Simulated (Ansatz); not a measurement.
Input of an Ansatz 0.2.0 run:

The input input.yaml:

```yaml
crystal:
  lattice:
    - [0.0, 2.43651343, 2.43651343]
    - [2.43651343, 0.0, 2.43651343]
    - [2.43651343, 2.43651343, 0.0]
  atoms:
    - { symbol: Mn, position: [0.0, 0.0, 0.0], spin: 4.0 }
    - { symbol: O, position: [0.25, 0.25, 0.25] }
hamiltonian:
  xc: pbesol
  pseudopotentials: { kind: paw }
  hubbard: { sites: [{ species: Mn, l: d, u_eff: 6.0 }] }
magnetization:
  spin_polarized: true
  initial_magnetization: 4.0
  spin_locking: { lock_magnetization: hard }
kpoints:
  mp_grid: { grid: [7, 7, 7] }
scf:
  occupations: { method: gaussian, width: 0.05 }
output:
  forces: true
  stress: true
  eigenvalues: true
```

Potentials or basis: Ansatz PAW.

Launch:

```bash
$ ansatz run input.yaml --threads 2 --pin off --max-ram 5632MiB --backend cpu --events-out ev --progress --plain --runs-dir out
```

(1) Estimate the pressure.

Answers

(1) -8.4 GPa.

Caveat: the magnetic or orbital state may not be the lowest; the pressure holds a Pulay correction of +0.5 GPa for the finite cutoff; the total moment is fixed, so each spin has its own Fermi level; a cell with one magnetic atom can't hold antiferromagnetic order, which such compounds often take; the PAW data sets come from PBE, with cores solved anew for the run's functional, which leaves a small shift of forces and pressure; the thresholds are loose for stress.
